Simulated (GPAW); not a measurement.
# Mn (P6_3/mmc) in GPAW: further runs

Aim: see how the results for Mn move with the level of theory and the settings. Levels: r2SCAN, PW91, RPBE. Tasks: single point.

All numbers are computed with GPAW 26.7.0; they aren't measurements. Logs are shortened: lines on timing, memory, paths and dates and some standing lists are left out, and cuts for length are marked. The log counts tension as positive stress, the text compression.

## Step 1: The structure

It takes space group P6_3/mmc (No. 194, hexagonal). Conventional cell: a = 2.484 Å, b = 2.484 Å, c = 4.026 Å, α = 90.00°, β = 90.00°, γ = 120.00°. Mn (site symmetry -6m2) has 12 Mn at 2.47 to 2.48 Å as nearest neighbours.

This isn't the form of Mn at room conditions, which is a 58-atom cubic cell.

## Step 2: Single point, r2SCAN, collinear spin, ferromagnetic start

The input, run.py:

```python
from ase import Atoms
from ase.dft.bandgap import bandgap
from ase.io import write
from ase.units import GPa
from gpaw import GPAW, PW

atoms = Atoms(['Mn', 'Mn'],
              cell=[[2.4836457705, 0.0, 0.0],
                    [-1.2418228853, 2.1509003313, 0.0],
                    [0.0, 0.0, 4.026195]],
              scaled_positions=[[0.3333333333, 0.6666666667, 0.25],
                                [0.6666666667, 0.3333333333, 0.75]],
              pbc=True)
atoms.set_initial_magnetic_moments([4.0, 4.0])

calc = GPAW(mode=PW(600),
            xc='MGGA_X_R2SCAN+MGGA_C_R2SCAN',
            kpts={'size': (9, 9, 5), 'gamma': True},
            occupations={'name': 'fermi-dirac', 'width': 0.05},
            nbands=28,
            convergence={'density': 1e-05, 'energy': 1e-05},
            maxiter=150,
            txt='gpaw.txt')
atoms.calc = calc
energy = atoms.get_potential_energy()
forces = atoms.get_forces()
stress = atoms.get_stress()
calc.write('gs.gpw')
write('result.traj', atoms)
print(f'Energy: {energy:.6f} eV')
print('Forces (eV/A):')
print(forces.round(4))
print('Stress (GPa):', (stress / GPa).round(3))
print('Moments:', calc.get_magnetic_moments().round(3))
print('Fermi level:', round(calc.get_fermi_level(), 4), 'eV')
print(f'Gap: {bandgap(calc)[0]:.4f} eV, direct: {bandgap(calc, direct=True)[0]:.4f} eV')
```

Potentials or basis: GPAW PAW data sets (gpaw-data 1.2.1), pw.

Command:

```sh
$ OMP_NUM_THREADS=1 python run.py
```

gpaw.txt:

```text
__  _  _
 | _ |_)|_||  |
 |__||  | ||/\| - 26.7.0

Input parameters:
  mode=PW(ecut=600.0),
  convergence={'density': 1e-05, 'energy': 1e-05},
  kpts=MonkhorstPack(size=(9, 9, 5), gamma=True),
  maxiter=150,
  nbands=28,
  occupations=Occupations(name='fermi-dirac', width=0.05),
  xc=XC(name='MGGA_X_R2SCAN+MGGA_C_R2SCAN')

Diagonalizing LCAO Hamiltonian
Converting LCAO to pw mode

          Mn

        Mn

Atoms  # Å, Bohr magnetons
|   | symbol |         x |        y |        z |    initial magnetic moments |
|---|--------|-----------|----------|----------|-----------------------------|
| 0 |     Mn | -0.000000 | 1.433934 | 1.006549 | ( 0.0000,  0.0000,  4.0000) |
| 1 |     Mn |  1.241823 | 0.716967 | 3.019646 | ( 0.0000,  0.0000,  4.0000) |

Unit cell  # Å
| periodic |         x |        y |        z |  lengths |     angles |
|----------|-----------|----------|----------|----------|------------|
|      yes |  2.483646 | 0.000000 | 0.000000 | 2.483646 |  90.000000 |
|      yes | -1.241823 | 2.150900 | 0.000000 | 2.483646 |  90.000000 |
|      yes |  0.000000 | 0.000000 | 4.026195 | 4.026195 | 120.000000 |

Number of symmetries: 12
Symmetry operations  # r_c * U_cc + t_c -> r_c
|    | kind |            matrix            |
|----|------|------------------------------|
|  0 |  σ   |  1, 1, 0,  0,-1, 0,  0, 0, 1 |
|  1 |  S6  |  1, 1, 0, -1, 0, 0,  0, 0,-1 |
|  2 |  E   |  1, 0, 0,  0, 1, 0,  0, 0, 1 |
|  3 |  C2  |  1, 0, 0, -1,-1, 0,  0, 0,-1 |
|  4 |  C2  |  0, 1, 0,  1, 0, 0,  0, 0,-1 |
|  5 |  C3  |  0, 1, 0, -1,-1, 0,  0, 0, 1 |
|  6 |  S6  |  0,-1, 0,  1, 1, 0,  0, 0,-1 |
|  7 |  σ   |  0,-1, 0, -1, 0, 0,  0, 0, 1 |
|  8 |  σ   | -1, 0, 0,  1, 1, 0,  0, 0, 1 |
|  9 |  i   | -1, 0, 0,  0,-1, 0,  0, 0,-1 |
| 10 |  C3  | -1,-1, 0,  1, 0, 0,  0, 0, 1 |
| 11 |  C2  | -1,-1, 0,  0, 1, 0,  0, 0,-1 |

BZ-sampling:
  Number of BZ points: 405
  Number of IBZ points: 50

  Monkhorst-Pack size: [9, 9, 5]
  Monkhorst-Pack shift: [0, 0, 0]

K-points  # in reciprocal-cell coordinates
|     |                                coordinates |     weight |
|-----|--------------------------------------------|------------|
|   0 | (  0.00000000,   0.00000000,   0.00000000) | 0.00246914 |
|   1 | (  0.00000000,   0.00000000,   0.20000000) | 0.00493827 |
|   2 | (  0.00000000,   0.00000000,   0.40000000) | 0.00493827 |
|   3 | (  0.11111111,   0.00000000,  -0.40000000) | 0.01481481 |
|   4 | (  0.11111111,   0.00000000,  -0.20000000) | 0.01481481 |
|   5 | (  0.11111111,   0.00000000,   0.00000000) | 0.01481481 |
|   6 | (  0.11111111,   0.00000000,   0.20000000) | 0.01481481 |
|   7 | (  0.11111111,   0.00000000,   0.40000000) | 0.01481481 |
|   8 | (  0.22222222,  -0.11111111,   0.00000000) | 0.01481481 |
|   9 | (  0.22222222,  -0.11111111,   0.20000000) | 0.02962963 |
| ... |                                            |            |
|  49 | (  0.44444444,   0.44444444,   0.40000000) | 0.02962963 |

Plane wave coefficients: 744
Cutoff: 600.0 eV

Spin-components: 2 (collinear spins)
Bands:           28
Projectors:      12
Spin-degeneracy: 1
Datatype:        complex128

Parallelization:
  kpt:    1
  domain: 1
  band:   1

Density:
  Valence electrons: 30.0
  Components: 2
  Grid points: [15 15 24]
  Charge: 0.0  # |e|

Potential:
  Grid points: [15 15 24]

species:
  Mn:
    name:    Manganese
    Z:       25.0
    valence: 15
    core:    10
    charge:  0.0  # [|e|]
    compensation charges:
      type: gauss
      rc: 0.38  # [Å]
      lmax: 2
    cutoffs:
      filter: 2.14  # [Å]
      core: 0.86  # [Å]
    projectors
    | kind |    occ | energy [eV] | rcut [Å] |
    |------|--------|-------------|----------|
    |   3s |  2.000 |     -85.859 |    1.275 |
    |   4s |  2.000 |      -5.106 |    1.275 |
    |   3p |  6.000 |     -54.597 |    1.281 |
    |   4p |  0.000 |      -1.371 |    1.281 |
    |   3d |  5.000 |      -6.771 |    1.138 |
    |    d |        |      20.441 |    1.138 |

    Using partial waves for Mn as LCAO basis

Reference energy: -63028.176146  # eV

eigensolver:
  PPCG
  Converge bands: occupied
  niter=2

density mixing:
  MSR1-Mixer
  Pratt-step length: 0.05
  Maximum mixing coefficient: 0.75
  Old densities: 10
  SVD Regularization: 0.005
  Good broyden scale: 1.0
  Trust region scale: 1.0
  Backstep threshold: 4.0
  History deletion threshold: 6.0
  Fourier metric: weight=20.0, sigma=0.015

occupation numbers:
  Fermi-Dirac:
    width: 0.0500  # eV

poisson solver:
  ecut: 4800.0  # eV

xc functional:
  name: MGGA_X_R2SCAN+MGGA_C_R2SCAN with 2 nearest neighbor stencil

convergence criteria:
- Maximum integral of absolute [dens]ity change: 1e-05 electrons / valence electron
- Maximum [total energy] change in last 3 cyles: 1e-05 eV / valence electron
- Maximum integral of absolute [eigenst]ate change: 4e-08 eV^2 / valence electron
maximum number of iterations: 150

SCF iterations
|iter     | |      energy | eigst |  dens |  magmom |
|---------|-|-------------|-------|-------|---------|
|iter:   1| |  -31.475835 | +0.23 |       |  +8.0156|
|iter:   2| |  -27.415259 | -1.65 | -1.17 |  +7.9435|
|iter:   3| |  -28.340147 | -1.78 | -1.13 |  +5.3502|
|iter:   4| |  -27.831542 | -2.03 | -1.21 |  +6.4708|
|iter:   5| |  -28.105413 | -2.14 | -1.53 |  +5.2032|
|iter:   6| |  -28.171838 | -3.07 | -1.84 |  +4.7020|
|iter:   7| |  -28.224886 | -3.44 | -1.81 |  +3.8825|
|iter:   8| |  -28.218271 | -2.91 | -1.76 |  +4.4249|
|iter:   9| |  -28.236307 | -3.77 | -1.82 |  +4.4730|
|iter:  10| |  -28.299321 | -2.90 | -1.77 |  +3.3217|
|iter:  11| |  -28.400807 | -2.96 | -1.83 |  +2.2040|
|iter:  12| |  -28.443222 | -2.82 | -1.85 |  +1.0823|
|iter:  13| |  -28.479638 | -2.79 | -1.87 |  +2.3330|
|iter:  14| |  -28.505101 | -3.54 | -1.75 |  +2.3200|
|iter:  15| |  -28.546625 | -3.43 | -1.80 |  +1.6369|
|iter:  16| |  -28.541514 | -3.49 | -2.40 |  +1.1360|
|iter:  17| |  -28.561747 | -3.19 | -2.44 |  +0.4822|
|iter:  18| |  -28.584140 | -3.88 | -2.59 |  +0.4128|
|iter:  19| |  -28.592029 | -4.00 | -2.50 |  +0.2317|
|iter:  20| |  -28.598676 | -4.23 | -2.65 |  +0.2354|
|iter:  21| |  -28.599304 | -4.43 | -2.76 |  +0.1264|
|iter:  22| |  -28.599890 | -4.84 | -3.16 |  +0.2084|
|iter:  23| |  -28.600436 | -4.47 | -2.94 |  +0.1508|
|iter:  24| |  -28.600359 | -5.33 | -3.24 |  +0.0964|
|iter:  25| |  -28.600235c| -4.89 | -3.51 |  +0.0321|
|iter:  26| |  -28.600310c| -5.65 | -3.61 |  +0.0360|
|iter:  27| |  -28.600306c| -5.83 | -3.88 |  +0.0227|
|iter:  28| |  -28.600304c| -6.99 | -3.94 |  +0.0145|
|iter:  29| |  -28.600304c| -7.57c| -4.26 |  +0.0105|
|iter:  30| |  -28.600302c| -7.37 | -4.41 |  +0.0034|
|iter:  31| |  -28.600303c| -8.18c| -4.80 |  +0.0023|
|iter:  32| |  -28.600303c| -7.65c| -5.33c|  +0.0013|

Converged in 32 steps
Energy contributions relative to reference atoms: (reference = -63028.176146)

Energy contributions:
  Kinetic:          -1.685668
  Coulomb:          -0.452149
  Zero:              0.472985
  External:          0.000000
  Xc:              -26.923815
  Entropy:          -0.023313
  Spinorbit:         0.000000
  ----------------------------
  Free energy:     -28.611959
  Extrapolated:    -28.600303

dipole moment: (0.000000, 0.000000, 0.000000)  # |e|*Ang

Total magnetic moment: (0.000000, 0.000000, 0.001337)

Local magnetic moments
|        x |        y |        z |
|----------|----------|----------|
| 0.000000 | 0.000000 | 0.000664 |  # Mn   0
| 0.000000 | 0.000000 | 0.000664 |  # Mn   1

Fermi level: 10.472
Eigenvalues  # (at kpt = [0.000, 0.000, 0.000])
| band index |      eig [eV] | occ [0-1] |      eig [eV] | occ [0-1] |
|------------|---------------|-----------|---------------|-----------|
|          0 |       -71.726 |     1.000 |       -71.725 |     1.000 |
|        ... |               |           |               |           |
|          7 |       -38.744 |     1.000 |       -38.743 |     1.000 |
|          8 |         1.770 |     1.000 |         1.769 |     1.000 |
|          9 |         5.808 |     1.000 |         5.808 |     1.000 |
|         10 |         9.470 |     1.000 |         9.470 |     1.000 |
|         11 |         9.526 |     1.000 |         9.527 |     1.000 |
|         12 |         9.526 |     1.000 |         9.527 |     1.000 |
[... 8 lines left out ...]
|         21 |        32.359 |     0.000 |        32.359 |     0.000 |
|         22 |        35.946 |     0.000 |        35.946 |     0.000 |
|        ... |               |           |               |           |
|         27 |        38.728 |     0.000 |        38.728 |     0.000 |

No gap
No difference between direct/indirect transitions

Forces  # eV/Ang
|       x |       y |        z |
|---------|---------|----------|
| 0.00000 | 0.00000 | -0.00000 |  # Mn   0
| 0.00000 | 0.00000 |  0.00000 |  # Mn   1

Stress tensor  # eV/Ang^3
|        x |         y |         z |
|----------|-----------|-----------|
| 0.043679 |  0.000000 |  0.000000 |
| 0.000000 |  0.043679 | -0.000000 |
| 0.000000 | -0.000000 |  0.050936 |

# Writing to gs.gpw (mode='')
```

Run time: 6 min. Hardware: 1 thread of Arm Neoverse V1, shared host; peak memory 0.25 GiB.

Results:

- Free energy: -28.6120 eV
- Pressure: -7.4 GPa
- Band gap on the k mesh: none (metal or under the smearing width)
- Net moment: 0.00 μB per cell

Stress tensor (GPa, compression positive):
```
-7.00  0.00  0.00
 0.00 -7.00  0.00
 0.00  0.00 -8.16
```

Levels at points of the mesh, in eV from the Fermi level:
Spin up:
| k point | band 11 | band 12 | band 13 | band 14 | band 15 | band 16 | band 17 | band 18 | band 19 | band 20 |
| --- | --- | --- | --- | --- | --- | --- | --- | --- | --- | --- |
| (0.00, 0.00, 0.00) | -1.00 | -0.95 | -0.95 | -0.46 | -0.46 | 0.13 | 0.13 | 0.49 | 1.79 | 1.79 |
Spin down:
```
           k point  band 11  band 12  band 13  band 14  band 15  band 16  band 17  band 18  band 19  band 20
(0.00, 0.00, 0.00)    -1.00    -0.94    -0.94    -0.45    -0.45     0.13     0.13     0.49     1.79     1.79
```

Caveat: the starting moments collapsed, and a magnetic state may lie lower; the PAW data sets were made with another functional, which shifts forces and pressure a little.

## Step 3: Single point, PW91, collinear spin, ferromagnetic start

run.py: that of step 2 with these lines changed.

```diff
@@ -4,3 +4,5 @@
 from ase.units import GPa
-from gpaw import GPAW, PW
+from gpaw import GPAW, PW, setup_paths
+
+setup_paths.insert(0, '.')
 
@@ -16,3 +18,3 @@
 calc = GPAW(mode=PW(600),
-            xc='MGGA_X_R2SCAN+MGGA_C_R2SCAN',
+            xc='GGA_X_PW91+GGA_C_PW91',
             kpts={'size': (9, 9, 5), 'gamma': True},
```

Potentials or basis: PAW data sets generated in the run's folder for this functional, pw.

Command:

```sh
$ gpaw-setup -f GGA_X_PW91+GGA_C_PW91 Mn
$ OMP_NUM_THREADS=1 python run.py
```

gpaw.txt:

```text
__  _  _
 | _ |_)|_||  |
 |__||  | ||/\| - 26.7.0

Input parameters:
  mode=PW(ecut=600.0),
  convergence={'density': 1e-05, 'energy': 1e-05},
  kpts=MonkhorstPack(size=(9, 9, 5), gamma=True),
  maxiter=150,
  nbands=28,
  occupations=Occupations(name='fermi-dirac', width=0.05),
  xc=XC(name='GGA_X_PW91+GGA_C_PW91')

Diagonalizing LCAO Hamiltonian
Converting LCAO to pw mode

          Mn

        Mn

Atoms  # Å, Bohr magnetons
|   | symbol |         x |        y |        z |    initial magnetic moments |
|---|--------|-----------|----------|----------|-----------------------------|
| 0 |     Mn | -0.000000 | 1.433934 | 1.006549 | ( 0.0000,  0.0000,  4.0000) |
| 1 |     Mn |  1.241823 | 0.716967 | 3.019646 | ( 0.0000,  0.0000,  4.0000) |

Unit cell  # Å
| periodic |         x |        y |        z |  lengths |     angles |
[... 162 lines left out ...]

dipole moment: (0.000000, 0.000000, 0.000000)  # |e|*Ang

Total magnetic moment: (0.000000, 0.000000, 0.000004)

Local magnetic moments
|        x |        y |        z |
|----------|----------|----------|
| 0.000000 | 0.000000 | 0.000000 |  # Mn   0
| 0.000000 | 0.000000 | 0.000000 |  # Mn   1

Fermi level: 10.536
Eigenvalues  # (at kpt = [0.000, 0.000, 0.000])
| band index |      eig [eV] | occ [0-1] |      eig [eV] | occ [0-1] |
|------------|---------------|-----------|---------------|-----------|
|          0 |       -68.516 |     1.000 |       -68.516 |     1.000 |
|        ... |               |           |               |           |
|          7 |       -36.892 |     1.000 |       -36.892 |     1.000 |
|          8 |         2.419 |     1.000 |         2.419 |     1.000 |
|          9 |         6.143 |     1.000 |         6.143 |     1.000 |
|         10 |         9.561 |     1.000 |         9.561 |     1.000 |
|         11 |         9.600 |     1.000 |         9.600 |     1.000 |
|         12 |         9.600 |     1.000 |         9.600 |     1.000 |
[... 8 lines left out ...]
|         21 |        31.578 |     0.000 |        31.578 |     0.000 |
|         22 |        34.922 |     0.000 |        34.922 |     0.000 |
|        ... |               |           |               |           |
|         27 |        37.647 |     0.000 |        37.647 |     0.000 |

No gap
No difference between direct/indirect transitions

Forces  # eV/Ang
|        x |       y |        z |
|----------|---------|----------|
| -0.00000 | 0.00000 |  0.00000 |  # Mn   0
|  0.00000 | 0.00000 | -0.00000 |  # Mn   1

Stress tensor  # eV/Ang^3
|         x |         y |         z |
|-----------|-----------|-----------|
| -0.003940 | -0.000000 |  0.000000 |
| -0.000000 | -0.003940 | -0.000000 |
|  0.000000 | -0.000000 |  0.008609 |

# Writing to gs.gpw (mode='')
```

Wall time 62 s (1 thread of Arm Neoverse V1, shared host); peak memory 0.17 GiB.

What came out:

```yaml
Free_energy: -19.3706 eV
Pressure: 0.0 GPa
Band_gap_on_the_k_mesh: none (metal or under the smearing width)
Net_moment: 0.00 μB per cell
```

Stress tensor (GPa, compression positive):
```
 0.63  0.00  0.00
 0.00  0.63  0.00
 0.00  0.00 -1.38
```

Caveat: the starting moments collapsed, and a magnetic state may lie lower.

[end of part 1 of 2]
